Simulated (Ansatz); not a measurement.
GeTe:
```xyz
2
Lattice="2.0936 1.2088 3.6911 -2.0936 1.2088 3.6911 0.0000 -2.4175 3.6911" Properties=species:S:1:pos:R:3 pbc="T T T"
Ge     0.0000     0.0000     2.5649
Te     0.0000     0.0000     8.5085
```

Relaxed with r²SCAN.

Task: Map the valence electron density (e/Å³), cut off at 1 on the plane through (0.232, 0.232, 0.232) spanned by u = [1, 0, 0] and v = [-1, 1, 1] in lattice vectors, from the program Ansatz at the r²SCAN level (PAW).

Result: x is the fraction of u, y of v (the angle between them is 86°; rows are the nearest grid lines); atoms in the plane: Ge at (0.00, 0.00), Te at (0.07, 0.54).
```
|@@@@#-..       ..-*@@@@|
|@@@@#-..       ..:+@@@@|
|@@@*-:.          .:=%@@|
|#*+-:..          ..:=+#|
|==-::.            ..:-=|
|---::.            ..::-|
|===-:..           ..:-=|
|***+=:..          .:-+*|
|@@@@*=:..        .:-+#@|
|@@@@@@+-:.      .:-*@@@|
|@@@@@@#=:.      .:=*@@@|
|@@@@@@%=:.      .:=#@@@|
|@@@@@@*-:.       .-+%@@|
|@@@@@#=-..       .:-*@@|
|#@@%*+-:.         .:=+#|
|::-::..            ..::|
|......              ...|
|....                 ..|
|....                ...|
|--::.             .::--|
|#*=-:.           .:-+*#|
|@@@+-..         .:-*@@@|
|@@@@*-..       ..-*@@@@|
|@@@@#-..       ..-*@@@@|
```
Scale: ten equal steps from 0.020 (start of ' ') to 1.00 (end of '@'), in the order ' .:-=+*#%@'; x runs from 0.000 to 1.00, y from 0.000 (bottom) to 1.00 (top).

The density is the valence pseudo-density with augmentation charge, so density and ELF within about 1 Å of a nucleus are not all-electron values.

Space group R3m. Symmetry was held in the r²SCAN relaxation; of distortions, only those at the zone centre were tested. Scalar-relativistic: spin–orbit coupling is off unless named, which matters more the heavier the elements.

Potentials: the later of the program's two PAW sets.
